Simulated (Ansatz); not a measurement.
The cell is SrO (CsCl type); cell and atoms were relaxed with r2SCAN. It is cubic, Pm-3m (No. 221); conventional cell a = 3.103 Å, 14.94 Å³ an atom. Around Sr lie 8 O at 2.69 Å; around O lie 8 Sr at 2.69 Å.

```
CELL_PARAMETERS angstrom
3.10287 0.00000 0.00000
0.00000 3.10287 0.00000
0.00000 0.00000 3.10287
ATOMIC_POSITIONS crystal
Sr 0.00000 0.00000 0.00000
O 0.50000 0.50000 0.50000
```

The questions ask for values computed with the plane-wave code Ansatz on this geometry. (Calculated; non-magnetic; the phase may be known or hypothetical.)

Given (8×8×8 mesh): The PBE gap is indirect, 2.80 eV (M to Γ), below the direct gap of 2.86 eV at Γ.

**Question.** Estimate the gap with PBE+SOC on 8×8×8.

**Answer.** With PBE+SOC the valence top lies at M and the conduction bottom at Γ, 2.81 eV higher; the smallest vertical gap, at Γ, is 2.83 eV. The gap differs by +0.01 eV from PBE's.

**Question.** What does HSE06 give for the gap (6×6×6 mesh)?

**Answer.** The HSE06 gap is indirect, 4.33 eV (M to Γ), below the direct gap of 4.39 eV at Γ. The gap differs by +1.53 eV from PBE's.

**Question.** What does PBE0 give for the gap (6×6×6 mesh)?

**Answer.** The PBE0 gap is indirect, 5.06 eV (M to Γ), below the direct gap of 5.13 eV at Γ. The gap differs by +2.26 eV from PBE's.

**Question.** Order these levels by the gap that they give, smallest first.
A. LDA
B. r2SCAN
C. PBE0
D. DDH-PBE0
E. PBE
F. HSE06
G. r2SCAN0
H. r2SCANh

**Answer.** A (2.67 eV), E (2.80 eV), B (3.31 eV), H (4.14 eV), F (4.33 eV), D (4.82 eV), C (5.06 eV), G (5.42 eV).

**Question.** How strongly does the crystal screen a field with clamped ions (r2SCAN)?

**Answer.** ε∞: 4.09 in all directions. Born charges, averaged over directions: Sr +2.57, O -2.57 e.

**Question.** How do the levels compare, in gap and in cost?

**Answer.** r2SCAN covers 33 % of the step from PBE to HSE06, while HSE06 needs about 11 times r2SCAN's cost (on a coarser mesh). For gaps to 0.1 eV, spin-orbit coupling (up to 0.03 eV here) can be left out. Direct and least gap lie within 0.04 eV at some levels, so the kind of gap isn't settled.

Only the levels marked +SOC include spin-orbit coupling.

The meshes of the hybrids are coarse, so their gaps aren't converged to the digits shown.

Set aside, since their points miss a band edge that the other levels read or their mesh is too coarse: HSE06+SOC.
